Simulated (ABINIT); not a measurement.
The system is Al.

```
Al
1.0
    -1.59122    1.59122    1.59122
     1.59122   -1.59122    1.59122
     1.59122    1.59122   -1.59122
Al
1
Cartesian
  0.0000 0.0000 0.0000
```

This isn't the form of Al at room conditions, which is fcc.

- Program: ABINIT 10.8.3 (patched build)
- Task: relaxation of cell and atoms
- Functional: PBEsol
- Potentials or basis: PseudoDojo NC SR PBEsol v0.4.1 standard
- Cutoff: 544 eV
- k mesh: 9 × 9 × 9
- Occupations: fermi-dirac, width 0.05 eV
- Spin: no spin polarisation

At the start: pressure 2.2 GPa; volume 16.12 Å³/atom.

Task: How do energy, volume and symmetry change on relaxing?

Result: Over 4 steps the energy falls by 2.9 meV/atom and the volume is 16.56 Å³/atom (+2.7 %); space group Im-3m (No. 229, to 0.05 Å).

Step by step:
```
step  energy change (eV)  largest force (eV/Å)  pressure (GPa)  volume (Å³)
   1              0.0000                0.0000            2.16        16.12
   2             -0.0013                0.0000            1.61        16.22
   3             -0.0029                0.0000            0.05        16.55
   4             -0.0029                0.0000            0.00        16.56
```

Final structure:
```xyz
1
Lattice="-1.6056 1.6056 1.6056 1.6056 -1.6056 1.6056 1.6056 1.6056 -1.6056" Properties=species:S:1:pos:R:3 pbc="T T T"
Al    0.0000    0.0000    0.0000
```
